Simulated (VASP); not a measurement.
# EuS (Fm-3m) in VASP: a series of runs

The runs below take EuS through band structure, with revPBE, BLYP, PW91.

Program: VASP 6.6.1. These are calculated values, not measurements. Logs are shortened: lines on timing, memory, paths and dates and some standing lists are left out, and cuts for length are marked.

**Experimental background.**

“Crystal-field mediated electronic transitions of EuS up to 35 GPa”, 2022, pmc:8786971 reports, for a powder of EuS at 300 K: band gap 1.72 eV (optical).

The results are compared with them further down.

## 1. The structure

The structure is cubic, space group Fm-3m (No. 225). The conventional cell has a = 5.957 Å, b = 5.957 Å, c = 5.957 Å, α = 90.00°, β = 90.00°, γ = 90.00°. Eu (site symmetry m-3m) has 6 S at 2.98 Å as nearest neighbours. Around S (site symmetry m-3m) lie 6 Eu at 2.98 Å.

## 2. Band structure, revPBE, collinear spin, ferromagnetic start

The input, INCAR:

```
SYSTEM = EuS
PREC     = Accurate       ! precision mode
ENCUT    = 520            ! plane-wave cutoff, eV
EDIFF    = 1E-6           ! SCF threshold, eV
ISMEAR   = -1             ! smearing method
SIGMA    = 0.05           ! smearing width, eV
LREAL    = .False.        ! projectors in reciprocal space
LASPH    = .True.         ! aspherical terms in the spheres
NELM     = 100            ! most SCF steps
ALGO     = Fast           ! electronic algorithm
ISIF     = 2              ! what is computed and relaxed
LWAVE    = .False.        ! write WAVECAR
LCHARG   = .False.        ! write CHGCAR
ISPIN    = 2              ! spin polarisation
MAGMOM   = 7 0            ! initial moments
LORBIT   = 11             ! projections on sites
LMAXMIX  = 6              ! l up to which the mixer works
GGA      = RE             ! functional
```

The input, KPOINTS:

```
Automatic mesh
0
Gamma
  8 8 8
  0 0 0
```

The input, POSCAR:

```
EuS
1.0
    0.0000000000      2.9785000000      2.9785000000
    2.9785000000      0.0000000000      2.9785000000
    2.9785000000      2.9785000000      0.0000000000
Eu S
1 1
Direct
    0.0000000000      0.0000000000      0.0000000000
    0.5000000000      0.5000000000      0.5000000000
```

The input, KPOINTS_OPT:

```
path GXWKGLUWLK,UX
20
line-mode
reciprocal
 0.0000000000  0.0000000000  0.0000000000  G
 0.5000000000  0.0000000000  0.5000000000  X

 0.5000000000  0.0000000000  0.5000000000  X
 0.5000000000  0.2500000000  0.7500000000  W

 0.5000000000  0.2500000000  0.7500000000  W
 0.3750000000  0.3750000000  0.7500000000  K

 0.3750000000  0.3750000000  0.7500000000  K
 0.0000000000  0.0000000000  0.0000000000  G

 0.0000000000  0.0000000000  0.0000000000  G
 0.5000000000  0.5000000000  0.5000000000  L

 0.5000000000  0.5000000000  0.5000000000  L
 0.6250000000  0.2500000000  0.6250000000  U

 0.6250000000  0.2500000000  0.6250000000  U
 0.5000000000  0.2500000000  0.7500000000  W

 0.5000000000  0.2500000000  0.7500000000  W
 0.5000000000  0.5000000000  0.5000000000  L

 0.5000000000  0.5000000000  0.5000000000  L
 0.3750000000  0.3750000000  0.7500000000  K

 0.6250000000  0.2500000000  0.6250000000  U
 0.5000000000  0.0000000000  0.5000000000  X
```

Potentials or basis: VASP PAW PBE potentials, release 64 (Eu, S).

On the command line:

```sh
$ cat potpaw_PBE.64/Eu/POTCAR potpaw_PBE.64/S/POTCAR > POTCAR
$ mpirun -np 1 vasp_std > vasp.out
```

OUTCAR:

```text
SYSTEM = EuS
   PREC = Accurate
   ENCUT = 520
   EDIFF = 1E-6
   ISMEAR = -1
   LREAL = .False.
   LASPH = .True.
   NELM = 100
   ISIF = 2
   ISPIN = 2
   LORBIT = 11
   GGA = RE

 ion  position               nearest neighbor table
   1  0.000  0.000  0.000-   2 2.98   2 2.98   2 2.98   2 2.98   2 2.98   2 2.98
   2  0.500  0.500  0.500-   1 2.98   1 2.98   1 2.98   1 2.98   1 2.98   1 2.98

  LATTYP: Found a face centered cubic cell.
 ALAT       =     5.9570000000

  Lattice vectors:

 A1 = (   0.0000000000,   2.9785000000,   2.9785000000)
 A2 = (   2.9785000000,   0.0000000000,   2.9785000000)
 A3 = (   2.9785000000,   2.9785000000,   0.0000000000)

Analysis of symmetry for initial positions (statically):
=====================================================================
 Subroutine PRICEL returns:
 Original cell was already a primitive cell.

 Routine SETGRP: Setting up the symmetry group for a
 face centered cubic supercell.

 Subroutine GETGRP returns: Found 48 space group operations
 (whereof 48 operations were pure point group operations)
 out of a pool of 48 trial point group operations.

The static configuration has the point symmetry O_h .

Analysis of symmetry for dynamics (positions and initial velocities):
=====================================================================
 Subroutine PRICEL returns:
 Original cell was already a primitive cell.

 Routine SETGRP: Setting up the symmetry group for a
 face centered cubic supercell.

 Subroutine GETGRP returns: Found 48 space group operations
 (whereof 48 operations were pure point group operations)
 out of a pool of 48 trial point group operations.

The dynamic configuration has the point symmetry O_h .

Analysis of structural, dynamic, and magnetic symmetry:
=====================================================================
 Subroutine PRICEL returns:
 Original cell was already a primitive cell.

 Routine SETGRP: Setting up the symmetry group for a
 face centered cubic supercell.

 Subroutine GETGRP returns: Found 48 space group operations
 (whereof 48 operations were pure point group operations)
 out of a pool of 48 trial point group operations.

The overall configuration has the point symmetry O_h .

 Subroutine INISYM returns: Found 48 space group operations
 (whereof 48 operations are pure point group operations),
 and found     1 'primitive' translations

----------------------------------------------------------------------------------------

                                     Primitive cell

  volume of cell :      52.8473

  direct lattice vectors                    reciprocal lattice vectors
     0.000000000  2.978500000  2.978500000    -0.167869733  0.167869733  0.167869733
     2.978500000  0.000000000  2.978500000     0.167869733 -0.167869733  0.167869733
     2.978500000  2.978500000  0.000000000     0.167869733  0.167869733 -0.167869733

  length of vectors
     4.212235096  4.212235096  4.212235096     0.290758907  0.290758907  0.290758907

  position of ions in fractional coordinates (direct lattice)
     0.000000000  0.000000000  0.000000000
     0.500000000  0.500000000  0.500000000

  ion indices of the primitive-cell ions
   primitive index   ion index
                 1           1
                 2           2

----------------------------------------------------------------------------------------

 KPOINTS: Automatic mesh

Automatic generation of k-mesh.
 Grid dimensions read from file:
 generate k-points for:    8    8    8

 Generating k-lattice:

  Cartesian coordinates                     Fractional coordinates (reciprocal lattice)
    -0.020983717  0.020983717  0.020983717     0.125000000  0.000000000  0.000000000
     0.020983717 -0.020983717  0.020983717     0.000000000  0.125000000  0.000000000
     0.020983717  0.020983717 -0.020983717     0.000000000  0.000000000  0.125000000

  Length of vectors
     0.036344863  0.036344863  0.036344863

  Shift w.r.t. Gamma in fractional coordinates (k-lattice)
     0.000000000  0.000000000  0.000000000

 Subroutine IBZKPT returns following result:
 ===========================================

 Found     29 irreducible k-points:

 Following reciprocal coordinates:
            Coordinates               Weight
  0.000000  0.000000  0.000000      1.000000
  0.125000  0.000000  0.000000      8.000000
  0.250000  0.000000  0.000000      8.000000
  0.375000  0.000000  0.000000      8.000000
  0.500000  0.000000  0.000000      4.000000
  0.125000  0.125000  0.000000      6.000000
[... 16 lines left out ...]
  0.500000  0.250000  0.125000     48.000000
 -0.375000  0.250000  0.125000     24.000000
 [... further k-points ...]
   k-points           NKPTS =     29   k-points in BZ     NKDIM =     29   number of bands    NBANDS=     19
   number of dos      NEDOS =    301   number of ions     NIONS =      2
   total plane-waves  NPLWV =  32768
   dimension x,y,z NGX =    32 NGY =   32 NGZ =   32
   dimension x,y,z NGXF=    64 NGYF=   64 NGZF=   64
   ions per type =               1   1
   NGX,Y,Z   is equivalent  to a cutoff of  12.63, 12.63, 12.63 a.u.
   NGXF,Y,Z  is equivalent  to a cutoff of  25.26, 25.26, 25.26 a.u.
 SYSTEM =  EuS
   PREC   = accura    normal or accurate (medium, high low for compatibility)
   ISTART =      0    job   : 0-new  1-cont  2-samecut
   ICHARG =      2    charge: 1-file 2-atom 10-const
   ISPIN  =      2    spin polarized calculation?
   LNONCOLLINEAR =      F non collinear calculations
   LSORBIT =      F    spin-orbit coupling
   LASPH  =      T    aspherical Exc in radial PAW
   ENCUT  =  520.0 eV  38.22 Ry    6.18 a.u.   7.83  7.83  7.83*2*pi/ulx,y,z
   NELM   =    100;   NELMIN=  2; NELMDL= -5     # of ELM steps
   EDIFF  = 0.1E-05   stopping-criterion for ELM
   LREAL  =      F    real-space projection
[... 7 lines left out ...]
   TEBEG  =    0.0;   TEEND  =   0.0 temperature during run
   PSTRESS=    0.0 pullay stress
   NELECT =      23.0000    total number of electrons
   NUPDOWN=      -1.0000    fix difference up-down
   EMIN   =  10.00;   EMAX   =-10.00  energy-range for DOS
   EFERMI =   0.00;   METHOD = LEGACY
   ISMEAR =    -1;   SIGMA  =   0.05  broadening in eV -4-tet -1-fermi 0-gaus
   EFERMI_NEDOS =   21; number of points for ismear=-14 and -15
   IALGO  =     68    algorithm
   IMIX   =      4    mixing-type and parameters
     AMIX     =   0.40;   BMIX     =  1.00
     AMIX_MAG =   1.60;   BMIX_MAG =  1.00
  volume/ion in A,a.u.               =      26.42       178.32
  Fermi-wavevector in a.u.,A,eV,Ry     =   1.240633  2.344456 20.941667  1.539169
  Thomas-Fermi vector in A             =   2.375065
   LORBIT       =     11    0 simple, 1 ext, 2 COOP (PROOUT), +10 PAW based schemes
   GGA     = RE    functional components
   LHFCALC =     F    Hartree Fock is set to
   AEXX    =    0.0000 exact exchange contribution
   IVDW    =     0    specifies the selected vdW correction
   LEPSILON=     F    determine dielectric tensor
   LRPA    =     F    only Hartree local field effects (RPA)
 spin polarized calculation
 RMM-DIIS sequential band-by-band and
  energy-cutoff  :      520.00
  volume of cell :       52.85
 maximum number of plane-waves:      1436
   NGX = 15   NGY = 15   NGZ = 15

 number of electron      23.0000004 magnetization       6.9871080

 Free energy of the ion-electron system (eV)
  ---------------------------------------------------
  ext. energy  EPLUGINS =         0.00000000
  ---------------------------------------------------
  free energy    TOTEN  =       -19.41166077 eV

  energy without entropy =      -19.40192230  energy(sigma->0) =      -19.40679153

 E-fermi :   4.4297     XC(G=0):  -9.5003

 val. band max:        4.3594397731   @ k =   0.1250   0.1250   0.0000
 cond. band min:       4.4560949992   @ k =   0.0000   0.0000   0.0000
 fundamental gap:      0.0966552262
 Fermi energy:         4.4297182085

 spin component 1

 k-point     1 :       0.0000    0.0000    0.0000
  band No.  band energies     occupation
      1     -37.1541      1.00000
      2     -15.8609      1.00000
      3     -15.8609      1.00000
      4     -15.8609      1.00000
      5      -9.0914      1.00000
      6       1.6059      1.00000
[... 11 lines left out ...]
     18       5.4927      0.00000
     19       6.1245      0.00000
[... 485 lines left out ...]
 k-point    24 :      -0.3750    0.2500    0.1250
  band No.  band energies     occupation
      1     -37.1392      1.00000
      2     -16.1252      1.00000
      3     -15.9546      1.00000
      4     -15.9105      1.00000
      5      -8.3918      1.00000
      6      -0.4677      1.00000
[... 11 lines left out ...]
     18       8.4694      0.00000
     19       8.8942      0.00000

 [... further k-points ...]

 spin component 2

 k-point     1 :       0.0000    0.0000    0.0000
  band No.  band energies     occupation
      1     -34.0220      1.00000
      2     -13.5882      1.00000
      3     -13.5882      1.00000
      4     -13.5882      1.00000
      5      -9.0929      1.00000
      6       1.7424      1.00000
[... 11 lines left out ...]
     18       9.1907      0.00000
     19       9.1932      0.00000
[... 485 lines left out ...]
 k-point    24 :      -0.3750    0.2500    0.1250
  band No.  band energies     occupation
      1     -34.0013      1.00000
      2     -13.9870      1.00000
      3     -13.7116      1.00000
      4     -13.6525      1.00000
      5      -8.3408      1.00000
      6      -0.2117      1.00000
[... 11 lines left out ...]
     18       9.8663      0.00000
     19      10.2455      0.00000

 [... further k-points ...]

------------------------ aborting loop because EDIFF is reached ----------------------------------------

  FORCE on cell =-STRESS in cart. coord.  units (eV):
  Direction    XX          YY          ZZ          XY          YZ          ZX
  --------------------------------------------------------------------------------------
  -------------------------------------------------------------------------------------
  Total       -0.3300754     -0.3300754     -0.3300754      0.0000000     -0.0000000      0.0000000
  in kB      -10.0069328    -10.0069328    -10.0069328      0.0000000     -0.0000000      0.0000000
  external PRESSURE =     -10.0069328 kB  Pullay stress =       0.0000000 kB

 VOLUME and BASIS-vectors are now :
 -----------------------------------------------------------------------------
  energy-cutoff  :      520.00
  volume of cell :       52.85
      direct lattice vectors                 reciprocal lattice vectors
     0.000000000  2.978500000  2.978500000    -0.167869733  0.167869733  0.167869733
     2.978500000  0.000000000  2.978500000     0.167869733 -0.167869733  0.167869733
     2.978500000  2.978500000  0.000000000     0.167869733  0.167869733 -0.167869733

 POSITION                                       TOTAL-FORCE (eV/Angst)
 -----------------------------------------------------------------------------------
      0.00000      0.00000      0.00000         0.000000      0.000000      0.000000
      2.97850      2.97850      2.97850        -0.000000     -0.000000     -0.000000
 -----------------------------------------------------------------------------------
    total drift:                                0.000000     -0.000000     -0.000000

  FREE ENERGIE OF THE ION-ELECTRON SYSTEM (eV)
  ---------------------------------------------------
  free  energy   TOTEN  =       -19.4116607676 eV

  energy  without entropy=      -19.4019223023  energy(sigma->0) =      -19.40679153

 total charge

# of ion       s       p       d       f       tot
--------------------------------------------------
    1        2.028   5.775   0.300   6.662  14.766
    2        1.317   2.443   0.000   0.000   3.760
--------------------------------------------------
tot          3.346   8.218   0.300   6.662  18.526

 magnetization (x)

# of ion       s       p       d       f       tot
--------------------------------------------------
    1       -0.015  -0.117   0.092   6.632   6.592
    2       -0.007  -0.071   0.000   0.000  -0.078
--------------------------------------------------
tot         -0.023  -0.187   0.092   6.632   6.514
```

Wall time 6.3 min (1 thread of AMD EPYC 9R45 (Zen 5), shared host); peak memory 0.23 GiB.

What came out:

```
Free energy                                           : -19.4117 eV
Pressure                                              : -1.0 GPa
Band gap along the path                               : none (metal or under the smearing width)
Net moment                                            : 6.99 μB per cell
Site moments                                          : Eu +6.59; S -0.08 μB
Valence electrons inside the program's atomic spheres : Eu 14.77; S 3.76
```

Caveat: the PAW data sets were made with another functional, which shifts forces and pressure a little; spin-orbit coupling is left out, which moves the levels of the heavy elements; a cell with one magnetic atom can't hold antiferromagnetic order, which such compounds often take; without U or exact exchange the open f shell lies at the Fermi level, which spoils levels, moments and volumes.

(Continued in part 2 of 2.)
